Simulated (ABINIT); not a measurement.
Write the native input for ABINIT 10.8.3 (patched build) that does the following.

```
Task                                            : band structure
Functional                                      : PW91
Potentials or basis                             : JTH PAW PBE v2.0
Cutoff                                          : 408 eV
k mesh                                          : 11 × 11 × 6
Occupations                                     : fermi-dirac, width 0.05 eV
Spin                                            : spin-orbit coupling, no magnetisation
Fine-grid cutoff                                : 816.342 eV
Exchange and correlation inside the PAW spheres : full angular mesh (pawxcdev 0, this build's default; the released program takes 1)
```

The system is Os.

```
Os
1.0
     2.73410    0.00000    0.00000
    -1.36705    2.36780    0.00000
     0.00000    0.00000    4.31970
Os
2
Direct
  0.66667 0.33333 0.75000
  0.33333 0.66667 0.25000
```

These files were run (other wordings do the same):

run.abi

```
# Datasets: ground state, then fixed potential
ndtset 2

# Pseudopotentials
pp_dirpath "./"
pseudos "Os.GGA_PBE-JTH.xml"

# Structure
acell 5.1667001973 5.1667001974 8.1630499405
rprim
     1.0000000000     0.0000000000     0.0000000000
    -0.5000000000     0.8660254038     0.0000000000
     0.0000000000     0.0000000000     1.0000000000
ntypat 1
znucl 76
natom 2
typat 1 1
xred
     0.6666666667     0.3333333333     0.7500000000
     0.3333333333     0.6666666667     0.2500000000

# Plane-wave basis
ecut 15.0
pawecutdg 30.0

# Exchange and correlation
ixc -109134

# Bands and occupations
occopt 3
tsmear 0.00183747

# Spin
nspinor 2
nspden 1
pawspnorb 1

# SCF cycle
nstep 100

# Output
iomode 3
prtwf 0
prteig 0
prtebands 0
prtden1 1
prtvha1 1
prtvclmb1 1
prtpot1 1

# Dataset 1
kptopt1 4
ngkpt1 11 11 6
nshiftk1 1
shiftk1 0.0 0.0 0.0
nband1 24
tolvrs1 1.0e-9

# Dataset 2: bands along G-M-K-G-A-L-H-A
iscf2 -2
getden2 1
nband2 32
nbdbuf2 2
tolwfr2 1.0e-12
kptopt2 -7
ndivsm2 8
prteig2 1
prtvol2 -3
kptbounds2
     0.0000000000     0.0000000000     0.0000000000
     0.5000000000     0.0000000000     0.0000000000
     0.3333333333     0.3333333333     0.0000000000
     0.0000000000     0.0000000000     0.0000000000
     0.0000000000     0.0000000000     0.5000000000
     0.5000000000     0.0000000000     0.5000000000
     0.3333333333     0.3333333333     0.5000000000
     0.0000000000     0.0000000000     0.5000000000
```

Potentials or basis: JTH PAW PBE v2.0.

Run with:

```bash
$ abinit run.abi > log 2>&1
```

Results of the run:

```yaml
Pressure: 10.0 GPa
Band_gap_on_the_k_mesh: none (metal or under the smearing width)
Valence_electrons_inside_the_program's_atomic_spheres: Os 6.65 (radii [1.3305] Å)
```

Caveat: the PAW data sets were made with another functional, which shifts forces and pressure a little.

It took 100 s on 1 thread of Arm Neoverse V1, with other jobs on the host, peak memory 0.15 GiB.
